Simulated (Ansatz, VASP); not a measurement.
## As in VASP and in Ansatz

```
As
1.0
     2.70368    0.00000    0.00000
     0.00000    2.70368    0.00000
     0.00000    0.00000    2.70368
As
1
Direct
  0.50000 0.50000 0.50000
```

This isn't the form of As at room conditions, which is rhombohedral.

Alike in both runs: task relaxation of cell and atoms; functional PBEsol; dispersion D3(BJ); k mesh 10 × 10 × 10; occupations fermi-dirac, width 0.05 eV; no spin polarisation.

|  | VASP | Ansatz |
| --- | --- | --- |
| version | VASP 6.6.1 | Ansatz 0.2.0 |
| potentials or method | VASP PAW PBE potentials, release 64 (As) | Ansatz PAW |
| plane-wave cutoff (eV) | 600 | 420 |
| valence electrons in the cell | 5 | 15 |

VASP gave:

* gap on the k mesh at the Fermi level, each at its own relaxed structure (eV): none
* relaxed volume (Å³/atom): 18.78
* relaxed cell length with the largest relative difference (Å): 2.658
* energy change over the relaxation (meV/atom): -15

**Question.** What did Ansatz give for the same quantities?

**Answer.** gap on the k mesh at the Fermi level, each at its own relaxed structure (eV): none; relaxed volume (Å³/atom): 18.70; relaxed cell length with the largest relative difference (Å): 2.654; energy change over the relaxation (meV/atom): -17.

A gap of «none» marks a metal or a gap that the smearing closes. The two sets of potentials don't hold the same shells in valence.

Caveats: pairwise dispersion overbinds metals, which lowers pressure and volume; the PAW data sets were made with another functional, which shifts forces and pressure a little (VASP); the plane-wave basis is chosen anew once the cell has moved, so the energies of steps on either side of that aren't comparable (Ansatz); the PAW data sets come from PBE, with cores solved anew for the run's functional, which leaves a small shift of forces and pressure (Ansatz).
